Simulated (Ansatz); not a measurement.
# InH3O3: the cost of one run

Program: Ansatz 0.2.0. Level of theory: DFT, PBE, plane-wave PAW, default files, scalar-relativistic, as far as a step names no other. These are calculated values, not measurements.

1 further run of the same task is left out (it didn't finish).

## Step 1: The structure to begin with

The structure is trigonal, space group R-3 (No. 148). Conventional cell: a = 11.299 Å, b = 11.299 Å, c = 6.842 Å, α = 90.00°, β = 90.00°, γ = 120.00°. In (site symmetry -1) has 6 O at 2.16 to 2.20 Å as nearest neighbours. In (site symmetry -3) is surrounded by 6 O at 2.17 Å. Around H (site symmetry 1) lie 1 O at 0.99 Å. O (site symmetry 1) is surrounded by 1 H at 0.99 Å.

Coordinates:

```
CELL_PARAMETERS angstrom
5.64931 3.26163 2.28060
-5.64931 3.26163 2.28060
0.00000 -6.52326 2.28060
ATOMIC_POSITIONS crystal
In 0.00000 0.00000 0.50000
In 0.50000 0.00000 0.00000
In 0.00000 0.50000 0.00000
In 0.50000 0.50000 0.50000
H 0.82596 0.27691 0.45174
H 0.17404 0.72309 0.54826
H 0.04289 0.35709 0.31375
H 0.95711 0.64291 0.68625
H 0.27691 0.45174 0.82596
H 0.72309 0.54826 0.17404
H 0.35709 0.31375 0.04289
H 0.64291 0.68625 0.95711
H 0.45174 0.82596 0.27691
H 0.54826 0.17404 0.72309
H 0.31375 0.04289 0.35709
H 0.68625 0.95711 0.64291
O 0.83149 0.15997 0.32624
O 0.16851 0.84003 0.67376
O 0.16695 0.48673 0.31798
O 0.83305 0.51327 0.68202
O 0.15997 0.32624 0.83149
O 0.84003 0.67376 0.16851
O 0.48673 0.31798 0.16695
O 0.51327 0.68202 0.83305
O 0.32624 0.83149 0.15997
O 0.67376 0.16851 0.84003
O 0.31798 0.16695 0.48673
O 0.68202 0.83305 0.51327
```

## Step 2: Gradients at the starting positions

Contents of input.yaml:

```yaml
crystal:
  lattice:
    - [5.6493113811, 3.2616314466, 2.2805954304]
    - [-5.6493113811, 3.2616314466, 2.2805954304]
    - [0.0, -6.5232628932, 2.2805954304]
  atoms:
    - { symbol: In, position: [0.0, 0.0, 0.5] }
    - { symbol: In, position: [0.5, 0.0, 0.0] }
    - { symbol: In, position: [0.0, 0.5, 0.0] }
    - { symbol: In, position: [0.5, 0.5, 0.5] }
    - { symbol: H, position: [0.82596194, 0.27691496, 0.45173923] }
    - { symbol: H, position: [0.17403806, 0.72308504, 0.54826077] }
    - { symbol: H, position: [0.04288889, 0.3570942, 0.31375178] }
    - { symbol: H, position: [0.95711111, 0.6429058, 0.68624822] }
    - { symbol: H, position: [0.27691496, 0.45173923, 0.82596194] }
    - { symbol: H, position: [0.72308504, 0.54826077, 0.17403806] }
    - { symbol: H, position: [0.3570942, 0.31375178, 0.04288889] }
    - { symbol: H, position: [0.6429058, 0.68624822, 0.95711111] }
    - { symbol: H, position: [0.45173923, 0.82596194, 0.27691496] }
    - { symbol: H, position: [0.54826077, 0.17403806, 0.72308504] }
    - { symbol: H, position: [0.31375178, 0.04288889, 0.3570942] }
    - { symbol: H, position: [0.68624822, 0.95711111, 0.6429058] }
    - { symbol: O, position: [0.83149411, 0.15997256, 0.32624156] }
    - { symbol: O, position: [0.16850589, 0.84002744, 0.67375844] }
    - { symbol: O, position: [0.16695098, 0.48672798, 0.31797832] }
    - { symbol: O, position: [0.83304902, 0.51327202, 0.68202168] }
    - { symbol: O, position: [0.15997256, 0.32624156, 0.83149411] }
    - { symbol: O, position: [0.84002744, 0.67375844, 0.16850589] }
    - { symbol: O, position: [0.48672798, 0.31797832, 0.16695098] }
    - { symbol: O, position: [0.51327202, 0.68202168, 0.83304902] }
    - { symbol: O, position: [0.32624156, 0.83149411, 0.15997256] }
    - { symbol: O, position: [0.67375844, 0.16850589, 0.84002744] }
    - { symbol: O, position: [0.31797832, 0.16695098, 0.48672798] }
    - { symbol: O, position: [0.68202168, 0.83304902, 0.51327202] }
kpoints:
  mp_grid: { grid: [5, 5, 5] }
scf:
  occupations: { method: fermi_dirac, width: 0.02 }
hamiltonian:
  xc: pbe
  pseudopotentials: { kind: paw }
output:
  forces: true
  stress: true
  populations: true
  efg:
    quadrupole_moments_barn: { In: 0.772, H: 0.00285783, O: -0.02558 }
    contact_densities: true
```

On the command line:

```
> ansatz run input.yaml --threads 1 --pin off --max-ram 2560MiB --backend cpu --events-out ev --progress --plain --runs-dir out
```

**Question.** How long does this run take on 1 thread of Arm Neoverse V1, shared host, and how much memory does it need?

About 56 s, with a peak of 0.75 GiB.
